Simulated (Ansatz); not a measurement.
# Te: one crystal by all-electron and frozen-core methods, part 2 of 2

Does the method matter for Te? The same cell, functional and mesh are run with all-electron LAPW, PAW with frozen cores and datasets made for this crystal.

Ansatz 0.2.0; DFT PBE; a database cell (COD). «Crystal datasets» are all-electron PAW datasets made for this crystal.

## (4) Datasets made for this crystal

input.yaml

```yaml
crystal:
  lattice:
    - [4.4579994587, 0.0, 0.0]
    - [-2.2289997294, 3.8607407813, 0.0]
    - [0.0, 0.0, 5.925]
  atoms:
    - { symbol: Te, position: [0.745, 0.0, 0.3333333333] }
    - { symbol: Te, position: [0.0, 0.745, 0.6666666667] }
    - { symbol: Te, position: [0.255, 0.255, 0.0] }
kpoints:
  mp_grid: { grid: [9, 9, 6] }
  band_path:
    path:
      - [0.0, 0.0, 0.0]
      - [0.5, 0.0, 0.0]
      - [0.3333333333, 0.3333333333, 0.0]
      - [0.0, 0.0, 0.0]
      - [0.0, 0.0, 0.5]
      - [0.5, 0.0, 0.5]
      - [0.3333333333, 0.3333333333, 0.5]
      - [0.0, 0.0, 0.5]
      - [0.5, 0.0, 0.5]
    npoints: 8
scf:
  occupations: { method: fermi_dirac, width: 0.08 }
hamiltonian:
  xc: pbe
  pseudopotentials: { kind: all_electron, datasets: crystal }
output:
  forces: true
  stress: true
  eigenvalues: true
  efg: { contact_densities: true }
```

Launch:

```bash
ansatz run input.yaml --threads 1 --pin off --max-ram 4096MiB --backend cpu --events-out ev --progress --plain --runs-dir out
```

The program printed:

```text
hamiltonian.pseudopotentials.datasets: crystal makes datasets for this crystal and solves the spheres of its atoms anew in each pass: cutoff 140.0 eV, the density's 700.0 eV; for an error of 0.50 meV an atom under PBE, 1.5 meV for the cell; an energy difference from a run of another recipe may be off by several times the error for the cell, under r2SCAN by more, where some 0.1 meV an atom stays at smaller errors; Te in spheres of 1.376 Å, 6 of its electrons in bands, 10 on its site; only band paths and densities of states list, in semicore columns, the levels of the semicore shells that are solved separately: 4d of Te
Te: output.efg is read without spin–orbit coupling, which moves field gradients at and beside such atoms by some per cent and up to a factor of two; PAW files take it under magnetization.noncollinear and magnetization.spin_orbit
Engine: ansatz 0.2.0
Pseudopotentials: kind: all_electron
Pseudopotential: Te, paw, valence charge 16, recommended cutoff 140 eV (normal), Koelling and Harmon's equation, gaussian nucleus
Functional definition: PBE
  parameter kappa = 0.804
  parameter beta = 0.06672455060314922
  exchange = pbe_x(kappa = kappa, mu = beta*pi^2/3)
  correlation = pbe_c(beta = beta)
Crystal: 3 atoms, lattice volume = 101.976 Å³
Basis set: ecut = 140 eV, 413 PW (Γ), exchange–correlation on 40×40×54 points (8 copies of the dense FFT grid, shifted against one another)
Bands: 13, of which v1, the nominal top of the filled ones, is band 9 counted from 1 (8 counted from 0)
Symmetry: 6 space group operations
Space group: P3121 (ITA 152), of the structure as read, at distance tolerance 4.7e-5 Å
k-points: 62 of 486 (time reversal used)
Non-local potential: Te, projectors of the file, l = 0: 1, l = 1: 1
PAW form: soft (Blöchl's): semilocal exchange-correlation on the pseudo side does not see the compensation charge
PAW one-centre angular grid: Te, 110 points (default); XC on its mesh's 1857 points in the sphere
Initial density: superposition of atomic densities (neutral atoms: chi_scale 0, normalization atom)
Initial wavefunctions: pseudopotential atomic-orbital guess
Functional: x = pbe(κ = 0.804, μ = 0.2195149727645171), c = pbe(β = 0.06672455060314922)
iter 1 solved again at ethr=1.12e-3 eV; its pass at ethr=1.00e-1 eV (dr2=2.02e-1 eV) is discarded
SCF iter   1: F=—  HF=-554653.038891 eV  |F-HF|=—  |Δ(HF+E_count)|=         —  Δρ=1.62e-2  dr2=2.00e-1  ethr=1.12e-3  ⟨swp⟩=5.5  Hψ=5739  notcnv=0
preconditioner: auto → Resta (q_TF=auto, 2.043 Å⁻¹)  ε∞=4.7  [insulator: Δε(μ)=0.228 eV  Ē_g=8.137 eV  σ=0.080 eV  W_gap=0.55  n_scr=20 (ndim 8)  ℏωp=15.6 eV  f_vac=0.000  D(μ)=0.06/eV (n_scr^D=0)  ε∞_Penn≈4.7]
SCF iter   2: F=—  HF=-554653.025179 eV  |F-HF|=—  |Δ(HF+E_count)|=   1.37e-2  Δρ=8.87e-3  dr2=5.95e-2  ethr=1.11e-3  ⟨swp⟩=2.0  Hψ=1464  notcnv=0  defer=1
preconditioner: auto → Kerker (q_TF=auto, 2.043 Å⁻¹)  [metal: Δε(μ)=0.186 eV  Ē_g=8.137 eV  σ=0.080 eV  W_gap=0.46  n_scr=20 (ndim 8)  ℏωp=15.6 eV  f_vac=0.000  D(μ)=0.07/eV (n_scr^D=0)]
iter 3 solved again at ethr=7.39e-6 eV; its pass at ethr=3.30e-4 eV (dr2=1.33e-3 eV) is discarded
SCF iter   3: F=—  HF=-554653.025733 eV  |F-HF|=—  |Δ(HF+E_count)|=   5.54e-4  Δρ=1.27e-3  dr2=1.31e-3  ethr=7.39e-6  ⟨swp⟩=2.4  Hψ=3864  notcnv=0  defer=2
SCF iter   4: F=—  HF=-554653.026018 eV  |F-HF|=—  |Δ(HF+E_count)|=   2.85e-4  Δρ=5.32e-4  dr2=2.90e-4  ethr=7.27e-6  ⟨swp⟩=2.0  Hψ=1388  notcnv=0  defer=1
SCF iter   5: F=—  HF=-554653.026208 eV  |F-HF|=—  |Δ(HF+E_count)|=   1.90e-4  Δρ=1.82e-4  dr2=3.49e-5  ethr=1.61e-6  ⟨swp⟩=2.6  Hψ=1442  notcnv=0  defer=1
SCF iter   6: F=—  HF=-554653.026215 eV  |F-HF|=—  |Δ(HF+E_count)|=   6.93e-6  Δρ=5.01e-5  dr2=3.99e-6  ethr=1.94e-7  ⟨swp⟩=2.5  Hψ=1428  notcnv=0  defer=1
SCF iter   7: F=—  HF=-554653.026221 eV  |F-HF|=—  |Δ(HF+E_count)|=   6.13e-6  Δρ=1.31e-5  dr2=3.50e-7  ethr=2.22e-8  ⟨swp⟩=3.0  Hψ=1770  notcnv=0  defer=1
SCF iter   8: F=—  HF=-554653.026222 eV  |F-HF|=—  |Δ(HF+E_count)|=   4.17e-7  Δρ=2.47e-6  dr2=1.06e-8  ethr=1.94e-9  ⟨swp⟩=3.1  Hψ=1926  notcnv=0  defer=1
SCF iter   9: F=-554653.026228 eV  HF=-554653.026228 eV  |F-HF|=6.97e-8  |Δ(HF+E_count)|=   6.51e-6  Δρ=1.34e-5  dr2=4.58e-8  ethr=5.90e-11  ⟨swp⟩=4.0  Hψ=2204  notcnv=0
SCF 1 converged in 9 iterations: F = -554653.026219 eV  dr2 = 4.58e-8
  Residual-converged pass: ⟨swp⟩=2.5  Hψ=1307  notcnv=0  max |occ|·‖R‖ = 6.3e-6 eV (tolerance 6.5e-6 eV)  dr2=4.56e-8  dr2_onsite=2.69e-9  max |Δocc| = 3.7e-8
NSCF: frozen V_eff on 65 k-points
SCF converged after 9 iterations
Free energy (F): -554653.026219 eV
Harris-Foulkes:  -554653.026219 eV  (|F-HF|=6.97e-8)
Internal energy: -554653.024290 eV  (E = F + TS)
E sigma→0 (E₀):  -554653.025254 eV
Entropy (-TS):   -0.001929 eV (-0.643 meV/atom)
Past the cutoff: the bands carry plane waves up to 1.75 times it, of which those up to 1.5 times it add -0.000263 eV an atom, each by itself; the spheres take 0.000145 eV an atom off the energy for waves past 1.75 times it
By the cutoff:   a pressure is off by up to 0.005 GPa (1.2 times the spheres' own share and the shells' term, over an atom's volume, and 0.004 GPa: a bound that held against runs at twice the plane waves)
Past the cutoffs: a stress includes 0.0008 GPa for waves and charges beyond them, in addition to the slope of what the spheres take
In the spheres:  the bands' charges fall short by 5.9e-7 e at most (sound up to 1e-3), those of shells solved beside the bands by 2.6e-7 e (sound up to 5e-4)
Fermi energy:    10.858315 eV
--- Per-component energies (eV) ---
  The terms above E_closure are by the made datasets' own strengths, without shells solved beside the bands.
--- Forces (eV/Å), atoms counted from 1 ---
  atom   1  Te    -0.61242540    -0.00000000    -0.00000000
  atom   2  Te     0.30621270    -0.53037596    -0.00000000
  atom   3  Te     0.30621270     0.53037596     0.00000000
  max |Σ_I F_I| component: 1.11e-16 eV/Å
--- Stress (GPa, compression-positive) ---
        2.782736       0.000000       0.000000
        0.000000       2.782736      -0.000000
        0.000000      -0.000000       3.881482
  P = ⅓ Tr σ = 3.1490 GPa (31.490 kbar)
  It holds what live shells' own plane waves past their cutoff add
--- PAW observables at the nuclei: V_zz in 10²¹ V/m², potentials from the cell's mean, atoms counted from 1 ---
  atom   1  Te V_zz =   -58.865686   η = 0.3648   by run symmetry: allowed
            electrostatic potential = -8647.121484 V   contact ρ = 1468620.652122 e/Å³
  atom   2  Te V_zz =   -58.865686   η = 0.3648   by run symmetry: allowed
            electrostatic potential = -8647.121484 V   contact ρ = 1468620.652127 e/Å³
  atom   3  Te V_zz =   -58.865686   η = 0.3648   by run symmetry: allowed
            electrostatic potential = -8647.121484 V   contact ρ = 1468620.652127 e/Å³
--- Band table (eV; the first three rows and the last of 62) ---
  k-point 0: bands = ["-3.0201", "0.3790", "0.3790", "7.6013", "7.8494", "7.8494", "9.0721", "9.0721", "10.0945", "11.8235", "11.8235", "12.5013", "15.6612"]
  k-point 1: bands = ["-2.9174", "-0.5812", "1.3763", "7.3559", "7.6658", "8.1395", "9.1185", "9.1588", "10.0397", "11.6626", "11.6976", "12.2573", "15.4354"]
  k-point 2: bands = ["-2.6115", "-1.4246", "2.2412", "6.7968", "7.8380", "8.1872", "9.2883", "9.3271", "9.8742", "11.4384", "11.4881", "11.8064", "14.9908"]
  k-point 61: bands = ["-1.2746", "-1.2746", "0.8894", "5.4589", "5.7701", "5.7701", "9.5410", "10.7004", "10.7004", "10.8736", "12.3615", "12.3615", "16.5606"]
  guard bands above this table: 0 of the run's 13 bands, where the rule asks 2: the bands that hold charge and the lowest empty level above them stay in the table. A level can be missing at the table's top as with no guard band: raise scf.n_extra_bands
```

It took 21 s on 1 thread of Intel Xeon Platinum 8488C (Sapphire Rapids), shared host; peak memory 0.58 GiB.

Result: pressure 3.15 GPa; gap 0.15 eV, indirect from L–H to H; largest force 0.612 eV/Å; Vzz Te1 -58.9 (η = 0.36) (10²¹ V/m²).

| atom | contact density (e/Å³) |
| --- | --- |
| Te1 | 1468621 |

## (5) The methods compared

Highest filled and lowest empty level at the labelled points (eV from each run's valence-band top):

| point | LAPW top | LAPW bottom | PAW top | PAW bottom | crystal datasets top | crystal datasets bottom |
| --- | --- | --- | --- | --- | --- | --- |
| Γ | -0.63 | 1.10 | -0.62 | 1.10 | -0.63 | 1.10 |
| M | -0.90 | 1.06 | -0.90 | 1.06 | -0.90 | 1.06 |
| K | -2.53 | 2.92 | -2.53 | 2.92 | -2.53 | 2.92 |
| Γ | -0.63 | 1.10 | -0.62 | 1.10 | -0.63 | 1.10 |
| A | -1.11 | 0.63 | -1.10 | 0.62 | -1.11 | 0.63 |
| L | -0.24 | 0.82 | -0.24 | 0.82 | -0.24 | 0.82 |
| H | -0.02 | 0.15 | -0.02 | 0.15 | -0.02 | 0.15 |
| A | -1.11 | 0.63 | -1.10 | 0.62 | -1.11 | 0.63 |
| L | -0.24 | 0.82 | -0.24 | 0.82 | -0.24 | 0.82 |

```
          method  pressure (GPa)  gap (eV)  largest force (eV/Å)  Vzz Te1 (10²¹ V/m²)  SCF cycles, all passes
            LAPW            3.15      0.15                 0.612                    –                       9
             PAW            3.14      0.15                 0.616               -59.24                       6
crystal datasets            3.15      0.15                 0.612               -58.87                       9
```

## (6) Outcome

The summary covers parts 1 to 2.

| quantity | value |
| --- | --- |
| pressure | LAPW 3.15, PAW 3.14, crystal datasets 3.15 GPa |
| gap (LAPW) | 0.15 eV, indirect from L–H to H |
| largest force | LAPW 0.612, PAW 0.616, crystal datasets 0.612 eV/Å |
| Bader charges (PAW) | Te1 -0.00 e |
| highest ELF (PAW) | 0.77, 1.28 Å from Te |

**Reading.** At this geometry the cell is under compression of 3.1 GPa, so it would expand if let go. A gap opens: 0.15 eV, indirect from L–H to H. Spin-orbit coupling is left out, though the cell holds Te; it can shift such gaps by tenths of an eV. The top eV of the valence band is mostly Te 5p (95 % of the projected weight). The projection holds only the free atom's occupied shells (Te 5s, Te 5p in this range). The field gradient at Te1, the largest by crystal datasets, is -59.24 by PAW and -58.87 by crystal datasets (10²¹ V/m²), within 5 %. Spin–orbit coupling is left out, which moves gradients at and beside heavy atoms by some per cent and at worst by a factor of two. In pressure, PAW differs from LAPW by less than 0.01 GPa and less than 0.01 eV in the gap. The forces differ by at most 4 meV/Å in a component, on a largest force of 0.612 eV/Å. The price, with the outputs that each input asks for: 91 s for LAPW against 40 s for PAW, about 2.3 to one.
